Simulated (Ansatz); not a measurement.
HfO₂ (P4_2/nmc) from a database structure was relaxed with 4 functionals in the PAW code Ansatz, cell and atoms free, the symmetry of the start kept (meshes: PBE 6×6×4, r2SCAN 6×6×4, PBEsol 6×6×4, LDA 6×6×4). Calculated for a static, non-magnetic cell.

The r2SCAN result:
```
CELL_PARAMETERS angstrom
3.57669 0.00000 0.00000
0.00000 3.57669 0.00000
0.00000 0.00000 5.20222
ATOMIC_POSITIONS crystal
Hf 0.50000 0.50000 0.50000
Hf 0.00000 0.00000 0.00000
O 0.00000 0.50000 0.69621
O 0.50000 0.00000 0.80379
O 0.50000 0.00000 0.30379
O 0.00000 0.50000 0.19621
```

The symmetry is P4_2/nmc (No. 137, tetragonal); conventional cell a = 3.577 Å, c = 5.202 Å, 11.09 Å³ an atom. Hf has 8 O at 2.06–2.39 Å; O has 4 Hf at 2.06–2.39 Å.

**Question.** Order the functionals by the relaxed volume, smallest first.
A. LDA
B. r2SCAN
C. PBEsol
D. PBE

**Answer.** A (10.64 Å³/atom), C (10.96 Å³/atom), B (11.09 Å³/atom), D (11.40 Å³/atom).

**Question.** What lattice does PBEsol give?

**Answer.** a = 3.567 Å, c = 5.166 Å; the volume differs by -1.2 % from r2SCAN's. Around Hf lie 8 O at 2.06–2.36 Å; around O lie 4 Hf at 2.06–2.36 Å.

**Question.** How does the cell change with PBE?

**Answer.** a = 3.604 Å, c = 5.264 Å; the volume differs by +2.7 % from r2SCAN's. Around Hf lie 8 O at 2.07–2.42 Å; around O lie 4 Hf at 2.07–2.42 Å.

**Question.** Held at the r2SCAN cell, what mean stress do LDA and PBE find, and does its sign point to their own minimum?

**Answer.** Yes. LDA -8.51 GPa, and its relaxed volume is -4.1 % from r2SCAN's; PBE +5.89 GPa, and its relaxed volume is +2.7 % from r2SCAN's. Compression counts positive, so a positive stress asks for a larger cell.
